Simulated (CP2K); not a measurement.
Runs of CP2K 2026.2 on AgCl (Chlorargyrite). Symmetry: Fm-3m, No. 225, cubic system. Conventional cell: a = 5.470 Å, b = 5.470 Å, c = 5.470 Å, α = 90.00°, β = 90.00°, γ = 90.00°. Ag (site symmetry m-3m) is surrounded by 6 Cl at 2.74 Å. Cl (site symmetry m-3m) has 6 Ag at 2.74 Å as nearest neighbours. 

```tsv
level	potentials or basis	smearing	EPS_DEFAULT	NGRIDS	points a segment of the path (NPOINTS)	bands added on the path	CUTOFF of the grids	gap on the mesh (eV)	pressure (GPa)
r2SCAN	POTENTIAL_UZH Ag GTH-SCAN-q11, Cl GTH-SCAN-q7; TZVP-MOLOPT-SCAN-GTH basis	fermi-dirac 0.0259 eV	1.0E-10	4	6	6	675 Ry	1.25	2.9
LDA	GTH_POTENTIALS Ag GTH-PADE-q11, Cl GTH-PADE-q7; TZVP-MOLOPT-PBE-GTH basis	fermi-dirac 0.05 eV	1.0E-10	4	6	6	450 Ry	0.54	(b)
TB-mBJ	POTENTIAL_UZH Ag GTH-PBE-q11, Cl GTH-PBE-q7; TZVP-MOLOPT-PBE-GTH basis	fermi-dirac 0.05 eV	1.0E-9	5	6	2	675 Ry	none	-
PBEsol	POTENTIAL_UZH Ag GTH-PBE-q11, Cl GTH-PBE-q7; TZVP-MOLOPT-PBE-GTH basis	fermi-dirac 0.05 eV	1.0E-9	5	10	2	450 Ry	0.64	(a)
```

Alike in all rows: task band structure; no spin polarisation; cell as given; k mesh 8 × 8 × 8.

Fill in the values left out.

(a) -0.3; (b) -3.7.

Caveats: the basis of atomic orbitals isn't converged, which shifts pressures, moduli and gaps; the potentials were made for another functional, which shifts forces and pressure (some runs); this is a model potential without an energy functional, so only levels have meaning (some runs).

A k mesh can miss the band edges, and the runs leave out spin-orbit coupling on Ag.

A gap of «none» marks a metal or a gap under the smearing width.

Runs at the PBE level aren't shown here.
